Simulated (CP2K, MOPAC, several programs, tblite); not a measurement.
Energy against volume for TlBr (started from an entry of an open crystallographic database), at fixed shape and fractional coordinates, computed by several methods (PBE and r2SCAN, where shown, with plane waves in Ansatz); the cell shown is that of r2SCAN+rVV10. Space group Pm-3m (No. 221), cubic; a = 3.946 Å in the conventional setting, 30.73 Å³ an atom. Tl has 8 Br at 3.42 Å; Br has 8 Tl at 3.42 Å. No spin polarisation and no zero-point or thermal motion. Energies count from each curve's lowest point; fits are third-order Birch-Murnaghan.

```cif
data_structure
_symmetry_space_group_name_H-M 'P 1'
_symmetry_Int_Tables_number 1
_cell_length_a 3.9462
_cell_length_b 3.9462
_cell_length_c 3.9462
_cell_angle_alpha 90.000
_cell_angle_beta 90.000
_cell_angle_gamma 90.000
_cell_volume 61.45
loop_
_atom_site_label
_atom_site_type_symbol
_atom_site_fract_x
_atom_site_fract_y
_atom_site_fract_z
_atom_site_occupancy
Tl1 Tl 0.00000 0.00000 0.00000 1
Br1 Br 0.50000 0.50000 0.50000 1
```

PM7 (MOPAC), on the shape of the cell shown, as a cluster of 54 atoms at the zone centre:
```
V (Å³/atom)  E (meV/atom)
     27.039          0.00
     28.882         34.08
     30.726         84.35
     32.569        136.64
     34.413        197.24
```
The lowest point is an end point, so the minimum isn't bracketed.

GFN1-xTB (tblite), on the shape of the cell shown, as a cluster of 54 atoms at the zone centre:

| V (Å³/atom) | E (meV/atom) |
| --- | --- |
| 27.039 | 39.51 |
| 28.882 | 0.00 |
| 30.726 | 4.51 |
| 32.569 | 38.41 |
| 34.413 | 82.20 |

The points scatter about a smooth fit, a numerical artefact, so no fit is quoted.

PBE/DZVP (CP2K), on the shape of the cell shown:

| V (Å³/atom) | E (meV/atom) |
| --- | --- |
| 27.039 | 129.61 |
| 28.882 | 59.45 |
| 30.726 | 19.92 |
| 32.569 | 2.18 |
| 34.413 | 0.00 |

The lowest point is an end point, so the minimum isn't bracketed.

GFN2-xTB (tblite), on the shape of the cell shown, as a cluster of 54 atoms at the zone centre:
```tsv
V (Å³/atom)	E (meV/atom)
27.039	4.34
28.882	0.00
30.726	34.73
32.569	87.69
34.413	153.86
```
The points scatter about a smooth fit, a numerical artefact, so no fit is quoted.

PBE/SZV (CP2K), on the shape of the cell shown:
```tsv
V (Å³/atom)	E (meV/atom)
27.039	235.02
28.882	122.39
30.726	53.12
32.569	15.18
34.413	0.00
```
The lowest point is an end point, so the minimum isn't bracketed.
